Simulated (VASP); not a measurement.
# Ir (Fm-3m) in VASP: further runs, part 2 of 2

VASP 6.6.1. The steps go on from the part before.

**4. Single point, PBE (a relaxed cell with its volume scaled by 1.03)**

INCAR

```
PREC = Accurate
ENCUT = 520
EDIFF = 1E-7
ISMEAR = 0
SIGMA = 0.1
LREAL = False
LASPH = True
NELM = 100
ALGO = Fast
ISIF = 2
LWAVE = False
LCHARG = False
GGA = PE
```

KPOINTS

```
regular mesh
0
Gamma
  18 18 18
```

POSCAR

```
Ir                                      
1.0
    0.0000000000      1.9553447939      1.9553447939
    1.9553447939      0.0000000000      1.9553447939
    1.9553447939      1.9553447939      0.0000000000
  Ir            
     1
Direct
     0.0000000000000000    0.0000000000000000    0.0000000000000000
```

Potentials or basis: VASP PAW PBE potentials, release 64 (Ir).

Run with:

```sh
$ cat potpaw_PBE.64/Ir/POTCAR > POTCAR
$ mpirun -np 1 vasp_std > vasp.out
```

OUTCAR:

```text
PREC = Accurate
   ENCUT = 520
   EDIFF = 1E-7
   ISMEAR = 0
   LREAL = False
   LASPH = True
   NELM = 100
   ISIF = 2
   GGA = PE

 ion  position               nearest neighbor table
   1  0.000  0.000  0.000-

  LATTYP: Found a face centered cubic cell.
 ALAT       =     3.9106895878

  Lattice vectors:

 A1 = (   0.0000000000,   1.9553447939,   1.9553447939)
 A2 = (   1.9553447939,   0.0000000000,   1.9553447939)
 A3 = (   1.9553447939,   1.9553447939,   0.0000000000)

Analysis of symmetry for initial positions (statically):
=====================================================================
 Subroutine PRICEL returns:
 Original cell was already a primitive cell.

 Routine SETGRP: Setting up the symmetry group for a
 face centered cubic supercell.

 Subroutine GETGRP returns: Found 48 space group operations
 (whereof 48 operations were pure point group operations)
 out of a pool of 48 trial point group operations.

The static configuration has the point symmetry O_h .

Analysis of symmetry for dynamics (positions and initial velocities):
=====================================================================
 Subroutine PRICEL returns:
 Original cell was already a primitive cell.

 Routine SETGRP: Setting up the symmetry group for a
 face centered cubic supercell.

 Subroutine GETGRP returns: Found 48 space group operations
 (whereof 48 operations were pure point group operations)
 out of a pool of 48 trial point group operations.

The dynamic configuration has the point symmetry O_h .

 Subroutine INISYM returns: Found 48 space group operations
 (whereof 48 operations are pure point group operations),
 and found     1 'primitive' translations

----------------------------------------------------------------------------------------

                                     Primitive cell

  volume of cell :      14.9520

[... 103 lines left out ...]
   IALGO  =     68    algorithm
   IMIX   =      4    mixing-type and parameters
     AMIX     =   0.40;   BMIX     =  1.00
     AMIX_MAG =   1.60;   BMIX_MAG =  1.00
  volume/ion in A,a.u.               =      14.95       100.90
  Fermi-wavevector in a.u.,A,eV,Ry     =   1.382258  2.612088 25.995782  1.910636
  Thomas-Fermi vector in A             =   2.506966
   LORBIT       =      0    0 simple, 1 ext, 2 COOP (PROOUT), +10 PAW based schemes
   GGA     = PE    functional components
   LHFCALC =     F    Hartree Fock is set to
   AEXX    =    0.0000 exact exchange contribution
   IVDW    =     0    specifies the selected vdW correction
   LEPSILON=     F    determine dielectric tensor
   LRPA    =     F    only Hartree local field effects (RPA)
 non-spin polarized calculation
 RMM-DIIS sequential band-by-band and
 Gauss-broadening in eV      SIGMA  =   0.10
  energy-cutoff  :      520.00
  volume of cell :       14.95
 maximum number of plane-waves:       419
 NGX is ok and might be reduce to    24
   NGX = 11   NGY = 11   NGZ = 11

 number of electron       9.0000001 magnetization

 Free energy of the ion-electron system (eV)
  ---------------------------------------------------
  ext. energy  EPLUGINS =         0.00000000
  ---------------------------------------------------
  free energy    TOTEN  =        -8.84065276 eV

  energy without entropy =       -8.83495224  energy(sigma->0) =       -8.83780250

 E-fermi :   9.4959     XC(G=0): -13.6602

 val. band max:        9.4954969830   @ k =   0.5000   0.2222   0.1111
 cond. band min:       9.4986495743   @ k =   0.3333   0.1111   0.0556
 fundamental gap:      0.0031525913
 Fermi energy:         9.4958840481

 k-point     1 :       0.0000    0.0000    0.0000
  band No.  band energies     occupation
      1      -1.0617      2.00000
      2       5.9008      2.00000
      3       5.9008      2.00000
      4       5.9008      2.00000
      5       8.3612      2.00000
      6       8.3612      2.00000
      7      23.8926      0.00000
      8      29.1521      0.00000
[... 243 lines left out ...]
 k-point    24 :      -0.2222    0.0556    0.0000
  band No.  band energies     occupation
      1       1.0574      2.00000
      2       5.2829      2.00000
      3       6.3245      2.00000
      4       6.4098      2.00000
      5       8.1112      2.00000
      6       8.8921      2.00000
      7      23.3632      0.00000
      8      26.1467      0.00000

 [... further k-points ...]
[... 5 lines left out ...]
  --------------------------------------------------------------------------------------
  -------------------------------------------------------------------------------------
  Total       -0.8962078     -0.8962078     -0.8962078      0.0000000      0.0000000      0.0000000
  in kB      -96.0327269    -96.0327269    -96.0327269      0.0000000      0.0000000      0.0000000
  external PRESSURE =     -96.0327269 kB  Pullay stress =       0.0000000 kB

 VOLUME and BASIS-vectors are now :
 -----------------------------------------------------------------------------
  energy-cutoff  :      520.00
  volume of cell :       14.95
      direct lattice vectors                 reciprocal lattice vectors
     0.000000000  1.955344794  1.955344794    -0.255709377  0.255709377  0.255709377
     1.955344794  0.000000000  1.955344794     0.255709377 -0.255709377  0.255709377
     1.955344794  1.955344794  0.000000000     0.255709377  0.255709377 -0.255709377

 POSITION                                       TOTAL-FORCE (eV/Angst)
 -----------------------------------------------------------------------------------
      0.00000      0.00000      0.00000         0.000000      0.000000      0.000000
 -----------------------------------------------------------------------------------
    total drift:                               -0.000000      0.000000     -0.000000

  FREE ENERGIE OF THE ION-ELECTRON SYSTEM (eV)
  ---------------------------------------------------
  free  energy   TOTEN  =        -8.8406527605 eV

  energy  without entropy=       -8.8349522436  energy(sigma->0) =       -8.83780250
```

stdout:

```text
POSCAR found type information on POSCAR Ir
 POSCAR found :  1 types and       1 ions
 scaLAPACK will be used
 LDA part: xc-table for (Slater+PW92), standard interpolation
 POSCAR, INCAR and KPOINTS ok, starting setup
 FFT: planning ... GRIDC
 FFT: planning ... GRID_SOFT
 FFT: planning ... GRID
 WAVECAR not read
 entering main loop
```

Run time: 14 s. Hardware: 1 thread of Intel Xeon 6975P-C (Granite Rapids), shared host; peak memory 0.15 GiB.

What came out:

```yaml
Free_energy: -8.8407 eV
Pressure: -9.6 GPa
Band_gap_on_the_k_mesh: none (metal or under the smearing width)
```

The run has no spin-orbit coupling, so splittings on Ir are missing.

**5. Single point, PBE (a relaxed cell with its volume scaled by 0.94)**

INCAR is that of step 4.

KPOINTS is that of step 4.

POSCAR

```
Ir                                      
1.0
    0.0000000000      1.8966486767      1.8966486767
    1.8966486767      0.0000000000      1.8966486767
    1.8966486767      1.8966486767      0.0000000000
  Ir            
     1
Direct
     0.0000000000000000    0.0000000000000000    0.0000000000000000
```

Run with:

```sh
$ cat potpaw_PBE.64/Ir/POTCAR > POTCAR
$ mpirun -np 1 vasp_std > vasp.out
```

Wall time 12 s (1 thread of Intel Xeon 6975P-C (Granite Rapids), shared host); peak memory 0.14 GiB.

Results (log left out):

| Property | Result |
| --- | --- |
| Free energy | -8.7885 eV |
| Pressure | 25.4 GPa |
| Band gap on the k mesh | none (metal or under the smearing width) |

Levels at points of the mesh, in eV from the Fermi level:
```csv
k point,band 2,band 3,band 4,band 5,band 6,band 7
"(0.00, 0.00, 0.00)",-4.15,-4.15,-4.15,-1.30,-1.30,14.20
"(0.50, 0.00, 0.00)",-4.26,-4.26,-0.89,0.92,0.92,7.61
"(0.50, 0.50, 0.00)",-7.79,0.89,1.54,1.54,1.66,10.98
```

Caveat: so large a pressure means that the cell lies far from this level's equilibrium, or that cutoff or potentials fall short.

**6. Overview**

| cell | gap on the mesh (eV) | pressure (GPa) |
| --- | --- | --- |
| as given | none | 0.0 |
| a relaxed cell with its volume scaled by 0.97 | none | 11.5 |
| a relaxed cell with its volume scaled by 1.03 | none | -9.6 |
| a relaxed cell with its volume scaled by 0.94 | none | 25.4 |

Alike in all rows: task single point; level PBE; potentials or basis VASP PAW PBE potentials, release 64 (Ir); no spin polarisation; k mesh 18 × 18 × 18; cutoff (eV) 520; smearing gaussian 0.1 eV.

Caveats: so large a pressure means that the cell lies far from this level's equilibrium, or that cutoff or potentials fall short (some runs).

Total energies depend on the potentials used, so only differences within one code and one set of settings carry meaning.
